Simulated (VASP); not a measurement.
A run of VASP 6.6.1 is set up as follows.

Contents of INCAR:

```
SYSTEM = CsBr
PREC     = Accurate       ! precision mode
ENCUT    = 900            ! plane-wave cutoff, eV
EDIFF    = 1E-8           ! SCF threshold, eV
ISMEAR   = 0              ! smearing method
SIGMA    = 0.02           ! smearing width, eV
LREAL    = .FALSE.        ! projectors in reciprocal space
LASPH    = .TRUE.         ! aspherical terms in the spheres
NELM     = 100            ! most SCF steps
ALGO     = Normal         ! electronic algorithm
ISIF     = 2              ! what is computed and relaxed
LWAVE    = .FALSE.        ! write WAVECAR
LCHARG   = .FALSE.        ! write CHGCAR
GGA      = PE             ! functional
ADDGRID  = .FALSE.
```

KPOINTS

```
regular mesh
0
G
  9 9 9
  0 0 0
```

POSCAR

```
CsBr
1.0
    4.3256222200      0.0000000000      0.0000000000
    0.0000000000      4.3256222200      0.0000000000
    0.0000000000      0.0000000000      4.3256222200
Cs Br
1 1
Direct
    0.0000000000      0.0000000000      0.0000000000
    0.5000000000      0.5000000000      0.5000000000
```

Potentials or basis: VASP PAW PBE potentials, release 64 (Cs_sv, Br).

Run with:

```console
$ cat potpaw_PBE.64/Cs_sv/POTCAR potpaw_PBE.64/Br/POTCAR > POTCAR
$ mpirun -np 1 vasp_std > vasp.out
```

(1) Estimate the band gap on the k mesh.

(2) Estimate the pressure.

Results:

(1) 4.42 eV, direct.

(2) 0.7 GPa.

Caveat: spin-orbit coupling is left out, which moves the levels of the heavy elements; an odd mesh through Γ misses points on the zone boundary, where band edges often lie.
